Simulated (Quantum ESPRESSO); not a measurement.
**GaN in Quantum ESPRESSO: the effect of functional**

The system is GaN.

```
CELL_PARAMETERS angstrom
0.00000 2.25350 2.25350
2.25350 0.00000 2.25350
2.25350 2.25350 0.00000
ATOMIC_POSITIONS crystal
Ga 0.00000 0.00000 0.00000
N 0.25000 0.25000 0.25000
```

The cell is a database's computed one.

Alike in all runs:

```yaml
Program: Quantum ESPRESSO 7.5
Task: dielectric tensor
Cutoff: 762 eV
Density_cutoff: 6095 eV
k_mesh: 8 × 8 × 8, shifted
Occupations: fermi-dirac, width 0.05 eV
Spin: no spin polarisation
```

```csv
functional,potentials or basis,pressure (GPa),dielectric constant (mean)
LDA,GBRV 1.5 LDA,-5.8,5.92
PBE,GBRV 1.5 PBE,5.3,5.90
PBEsol,GBRV 1.5 PBEsol,-0.7,5.98
WC,GBRV 1.5 PBE,0.0,6.05
BLYP,GBRV 1.5 PBE,?,?
AM05,GBRV 1.5 PBE,-0.3,6.01
```

**Question.** What does the run with functional BLYP give?

**Answer.** Pressure 11.5 GPa; dielectric constant 5.77 mean.

Caveats: the cell is more than 3 GPa from zero pressure, which shifts response properties (some runs); the potentials were made for another functional, which shifts forces and pressure (some runs).
